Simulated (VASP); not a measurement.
# HgTe (Coloradoite) (F-43m) in VASP: a series of runs, part 2 of 2

VASP 6.6.1. The steps go on from the part before.

## 3. Relaxation of cell and atoms, PBEsol

This run uses another cell than the first one, of 33.22 Å³/atom, 0.902 times its volume.

Input file INCAR:

```
SYSTEM = HgTe
PREC     = Accurate       ! precision mode
ENCUT    = 600            ! plane-wave cutoff, eV
EDIFF    = 1E-6           ! SCF threshold, eV
ISMEAR   = 0              ! smearing method
SIGMA    = 0.03           ! smearing width, eV
LREAL    = .FALSE.        ! projectors in reciprocal space
LASPH    = .TRUE.         ! aspherical terms in the spheres
NELM     = 80             ! most SCF steps
ALGO     = Normal         ! electronic algorithm
ISIF     = 3              ! what is computed and relaxed
LWAVE    = .FALSE.        ! write WAVECAR
LCHARG   = .FALSE.        ! write CHGCAR
GGA      = PS             ! functional
IBRION   = 2              ! ionic algorithm
NSW      = 90             ! ionic steps
EDIFFG   = -0.01          ! ionic threshold
KPAR     = 4
```

Input file KPOINTS:

```
regular mesh
0
G
  10 10 10
  0 0 0
```

Input file POSCAR:

```
HgTe
1.0
    0.0000000000      3.2145000000      3.2145000000
    3.2145000000      0.0000000000      3.2145000000
    3.2145000000      3.2145000000      0.0000000000
Hg Te
1 1
Direct
    0.0000000000      0.0000000000      0.0000000000
    0.2500000000      0.2500000000      0.2500000000
```

Potentials or basis: VASP PAW PBE potentials, release 64 (Hg, Te).

Started as:

```console
$ cat potpaw_PBE.64/Hg/POTCAR potpaw_PBE.64/Te/POTCAR > POTCAR
$ mpirun -np 4 vasp_std > vasp.out
```

Wall time 56 s (4 MPI ranks of Intel Xeon Platinum 8488C (Sapphire Rapids), shared host); peak memory 0.25 GiB.

Results (log left out):

```
Free energy                            : -4.3765 eV
Relaxed volume                         : 34.58 Å³/atom
Relaxed cell                           : a = 4.608 Å, b = 4.608 Å, c = 4.608 Å, α = 60.00°, β = 60.00°, γ = 60.00°
Space group after relaxing (to 0.05 Å) : F-43m (No. 216)
Energy gained by relaxing              : 7.7 meV/atom
Ionic steps                            : 3
Pressure after relaxing                : 0.0 GPa
Band gap on the k mesh                 : none (metal or under the smearing width)
```

Step by step:
```tsv
step	energy change (eV)	largest force (eV/Å)	pressure (GPa)	volume (Å³)
1	0.0000	0.0000	1.88	66.43
2	-0.0133	0.0000	-0.63	70.26
3	-0.0155	0.0000	0.00	69.17
```

Final structure:
```yaml
crystal:
  lattice:
    - [0.00000, 3.25801, 3.25801]
    - [3.25801, 0.00000, 3.25801]
    - [3.25801, 3.25801, 0.00000]
  atoms:
    - { symbol: Hg, position: [0.00000, 0.00000, 0.00000] }
    - { symbol: Te, position: [0.25000, 0.25000, 0.25000] }
```

Levels at points of the mesh, in eV from the Fermi level:
| k point | band 6 | band 7 | band 8 | band 9 | band 10 | band 11 | band 12 | band 13 |
| --- | --- | --- | --- | --- | --- | --- | --- | --- |
| (0.00, 0.00, 0.00) | -6.71 | -0.87 | -0.01 | -0.01 | -0.01 | 4.21 | 4.21 | 4.21 |
| (0.50, 0.00, 0.00) | -6.42 | -5.39 | -0.96 | -0.96 | 0.63 | 4.99 | 4.99 | 6.72 |
| (0.50, 0.50, 0.00) | -6.29 | -5.35 | -2.20 | -2.20 | 1.84 | 2.43 | 8.00 | 8.71 |

Caveat: the PAW data sets were made with another functional, which shifts forces and pressure a little. The run has no spin-orbit coupling, so splittings on Hg, Te are missing.

## 4. Relaxation of cell and atoms, PBEsol

This run uses another cell than the first one, of 34.58 Å³/atom, 0.940 times its volume.

Changes to INCAR since step 3:

```diff
@@ -3,3 +3,3 @@
 ENCUT    = 600            ! plane-wave cutoff, eV
-EDIFF    = 1E-6           ! SCF threshold, eV
+EDIFF    = 1E-7           ! SCF threshold, eV
 ISMEAR   = 0              ! smearing method
@@ -16,3 +16,3 @@
 NSW      = 90             ! ionic steps
-EDIFFG   = -0.01          ! ionic threshold
+EDIFFG   = -0.005         ! ionic threshold
 KPAR     = 4
```

KPOINTS is that of step 3.

Input file POSCAR:

```
HgTe                                    
1.0
    0.0000000000      3.2580088205      3.2580088205
    3.2580088205      0.0000000000      3.2580088205
    3.2580088205      3.2580088205     -0.0000000000
  Hg              Te            
     1     1
Direct
     0.0000000000000000    0.0000000000000000    0.0000000000000000
     0.2500000000000000    0.2500000000000000    0.2500000000000000
```

Started as:

```console
$ cat potpaw_PBE.64/Hg/POTCAR potpaw_PBE.64/Te/POTCAR > POTCAR
$ mpirun -np 4 vasp_std > vasp.out
```

Wall time 36 s (4 MPI ranks of Intel Xeon Platinum 8488C (Sapphire Rapids), shared host); peak memory 0.26 GiB.

The run converged. Its results:

| Quantity | Value |
| --- | --- |
| Free energy | -4.3767 eV |
| Pressure after relaxing | 0.0 GPa |
| Band gap on the k mesh | none (metal or under the smearing width) |

Final structure:
```
Hg Te
1.0
     0.00000    3.25801    3.25801
     3.25801    0.00000    3.25801
     3.25801    3.25801    0.00000
Hg Te
1 1
Direct
  0.00000 0.00000 0.00000
  0.25000 0.25000 0.25000
```

Levels at points of the mesh, in eV from the Fermi level:
| k point | band 7 | band 8 | band 9 | band 10 | band 11 | band 12 |
| --- | --- | --- | --- | --- | --- | --- |
| (0.00, 0.00, 0.00) | -0.87 | -0.01 | -0.01 | -0.01 | 4.21 | 4.21 |
| (0.50, 0.00, 0.00) | -5.39 | -0.96 | -0.96 | 0.63 | 4.99 | 4.99 |
| (0.50, 0.50, 0.00) | -5.35 | -2.20 | -2.20 | 1.84 | 2.43 | 8.00 |

Caveat: the relaxation stopped at its first step, so nothing moved; the PAW data sets were made with another functional, which shifts forces and pressure a little.

## 5. Relaxation of cell and atoms, LDA

This run uses another cell than the first one, of 33.22 Å³/atom, 0.902 times its volume.

Input file INCAR:

```
SYSTEM = HgTe
PREC     = Accurate       ! precision mode
ENCUT    = 600            ! plane-wave cutoff, eV
EDIFF    = 1E-6           ! SCF threshold, eV
ISMEAR   = 0              ! smearing method
SIGMA    = 0.03           ! smearing width, eV
LREAL    = .False.        ! projectors in reciprocal space
LASPH    = .True.         ! aspherical terms in the spheres
NELM     = 80             ! most SCF steps
ALGO     = Normal         ! electronic algorithm
ISIF     = 3              ! what is computed and relaxed
LWAVE    = .False.        ! write WAVECAR
LCHARG   = .False.        ! write CHGCAR
GGA      = CA             ! functional
IBRION   = 2              ! ionic algorithm
NSW      = 90             ! ionic steps
EDIFFG   = -0.01          ! ionic threshold
```

Input file KPOINTS:

```
regular mesh
0
Gamma
  10 10 10
  0 0 0
```

Input file POSCAR:

```
HgTe
1.0
    0.0000000000      3.2145000000      3.2145000000
    3.2145000000      0.0000000000      3.2145000000
    3.2145000000      3.2145000000      0.0000000000
Hg Te
1 1
Direct
    0.0000000000      0.0000000000      0.0000000000
    0.2500000000      0.2500000000      0.2500000000
```

Potentials or basis: VASP PAW LDA potentials, release 64 (Hg, Te).

Started as:

```console
$ cat potpaw_LDA.64/Hg/POTCAR potpaw_LDA.64/Te/POTCAR > POTCAR
$ mpirun -np 1 vasp_std > vasp.out
```

Run time: 28 s. Hardware: 1 thread of Intel Xeon 6975P-C (Granite Rapids), shared host; peak memory 0.2 GiB.

The run converged. Its results:

- Free energy: -5.0382 eV
- Relaxed volume: 33.51 Å³/atom
- Relaxed cell: a = 4.560 Å, b = 4.560 Å, c = 4.560 Å, α = 60.00°, β = 60.00°, γ = 60.00°
- Space group after relaxing (to 0.05 Å): F-43m (No. 216)
- Energy gained by relaxing: 0.4 meV/atom
- Ionic steps: 3
- Pressure after relaxing: 0.0 GPa
- Band gap on the k mesh: none (metal or under the smearing width)

The path:
```csv
step,energy change (eV),largest force (eV/Å),pressure (GPa),volume (Å³)
1,0.0000,0.0000,0.42,66.43
2,-0.0006,0.0000,-0.17,67.28
3,-0.0008,0.0000,-0.03,67.03
```

Final structure:
```
CELL_PARAMETERS angstrom
0.00000 3.22410 3.22410
3.22410 0.00000 3.22410
3.22410 3.22410 0.00000
ATOMIC_POSITIONS crystal
Hg 0.00000 0.00000 0.00000
Te 0.25000 0.25000 0.25000
```

Levels at points of the mesh, in eV from the Fermi level:
| k point | band 6 | band 7 | band 8 | band 9 | band 10 | band 11 | band 12 | band 13 |
| --- | --- | --- | --- | --- | --- | --- | --- | --- |
| (0.00, 0.00, 0.00) | -6.88 | -0.86 | -0.01 | -0.01 | -0.01 | 4.14 | 4.14 | 4.14 |
| (0.50, 0.00, 0.00) | -6.58 | -5.60 | -1.02 | -1.02 | 0.59 | 4.94 | 4.94 | 6.62 |
| (0.50, 0.50, 0.00) | -6.43 | -5.53 | -2.34 | -2.34 | 1.81 | 2.29 | 8.04 | 8.78 |

The run has no spin-orbit coupling, so splittings on Hg, Te are missing.

## 6. Relaxation of cell and atoms, LDA

This run uses another cell than the first one, of 33.51 Å³/atom, 0.911 times its volume.

Changes to INCAR since step 5:

```diff
@@ -3,3 +3,3 @@
 ENCUT    = 600            ! plane-wave cutoff, eV
-EDIFF    = 1E-6           ! SCF threshold, eV
+EDIFF    = 1E-7           ! SCF threshold, eV
 ISMEAR   = 0              ! smearing method
@@ -16,2 +16,2 @@
 NSW      = 90             ! ionic steps
-EDIFFG   = -0.01          ! ionic threshold
+EDIFFG   = -0.005         ! ionic threshold
```

KPOINTS is that of step 5.

Input file POSCAR:

```
HgTe                                    
1.0
   -0.0000000000      3.2241011875      3.2241011875
    3.2241011875      0.0000000000      3.2241011875
    3.2241011875      3.2241011875     -0.0000000000
  Hg              Te            
     1     1
Direct
     0.0000000000000000    0.0000000000000000    0.0000000000000000
     0.2500000000000000    0.2500000000000000    0.2500000000000000
```

Potentials or basis: VASP PAW LDA potentials, release 64 (Hg, Te).

Started as:

```console
$ cat potpaw_LDA.64/Hg/POTCAR potpaw_LDA.64/Te/POTCAR > POTCAR
$ mpirun -np 1 vasp_std > vasp.out
```

Wall time 14 s (1 thread of Intel Xeon 6975P-C (Granite Rapids), shared host); peak memory 0.2 GiB.

Results (log left out):

| Property | Result |
| --- | --- |
| Free energy | -5.0383 eV |
| Pressure after relaxing | 0.0 GPa |
| Band gap on the k mesh | none (metal or under the smearing width) |

Final structure:
```
CELL_PARAMETERS angstrom
0.00000 3.22410 3.22410
3.22410 0.00000 3.22410
3.22410 3.22410 0.00000
ATOMIC_POSITIONS crystal
Hg 0.00000 0.00000 0.00000
Te 0.25000 0.25000 0.25000
```

Levels at points of the mesh, in eV from the Fermi level:
```csv
k point,band 7,band 8,band 9,band 10,band 11,band 12
"(0.00, 0.00, 0.00)",-0.86,-0.01,-0.01,-0.01,4.14,4.14
"(0.50, 0.00, 0.00)",-5.60,-1.02,-1.02,0.59,4.94,4.94
"(0.50, 0.50, 0.00)",-5.53,-2.33,-2.33,1.81,2.29,8.04
```

Caveat: the relaxation stopped at its first step, so nothing moved.

## 7. Overview

| level | potentials or basis | gap on the mesh (eV) | pressure (GPa) |
| --- | --- | --- | --- |
| PBE | VASP PAW PBE potentials, release 64 (Hg, Te) | none | 0.0 |
| PBEsol | VASP PAW PBE potentials, release 64 (Hg, Te) | none | 0.0 |
| LDA | VASP PAW LDA potentials, release 64 (Hg, Te) | none | 0.0 |

Alike in all rows: task relaxation of cell and atoms; no spin polarisation; cell relaxed; k mesh 10 × 10 × 10; cutoff (eV) 600; smearing gaussian 0.03 eV.

Caveats: the relaxation stopped at its first step, so nothing moved (some runs); the PAW data sets were made with another functional, which shifts forces and pressure a little (some runs).

Absolute energies hang on the potentials; compare differences alone.
